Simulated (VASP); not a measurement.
BaF2, 3 atoms in the cell. The structure is cubic, space group Fm-3m (No. 225). The conventional cell has a = 6.160 Å, b = 6.160 Å, c = 6.160 Å, α = 90.00°, β = 90.00°, γ = 90.00°. Ba (site symmetry m-3m) has 8 F at 2.67 Å as nearest neighbours. F (site symmetry -43m) is surrounded by 4 Ba at 2.67 Å. The cell was built by a generator and needn't be a form met in nature.

```yaml
Program: VASP 6.6.1
Task: relaxation of cell and atoms
Functional: LDA
Potentials_or_basis: VASP PAW LDA potentials, release 64 (Ba_sv, F)
Cutoff: 600 eV
k_mesh: 8 × 8 × 8
Occupations: gaussian, width 0.02 eV
Spin: no spin polarisation
Further_INCAR_settings: ALGO = Fast; EDIFF = 1e-07; IBRION = 2; EDIFFG = -0.005; NSW = 60; ISIF = 3
```

Potentials or basis: VASP PAW LDA potentials, release 64 (Ba_sv, F).

The run is started by

```console
$ cat potpaw_LDA.64/Ba_sv/POTCAR potpaw_LDA.64/F/POTCAR > POTCAR
$ mpirun -np 1 vasp_std > vasp.out
```

Hardware: 1 thread of Intel(R) Xeon(R) Platinum 8488C (Sapphire Rapids) (shared host).

How long does it take, and how much memory?

Run time: 53 s on 1 thread of Intel(R) Xeon(R) Platinum 8488C (Sapphire Rapids) (shared host), peak memory 0.2 GiB. Counts: scf iterations 42, k points 29, ion steps 3.
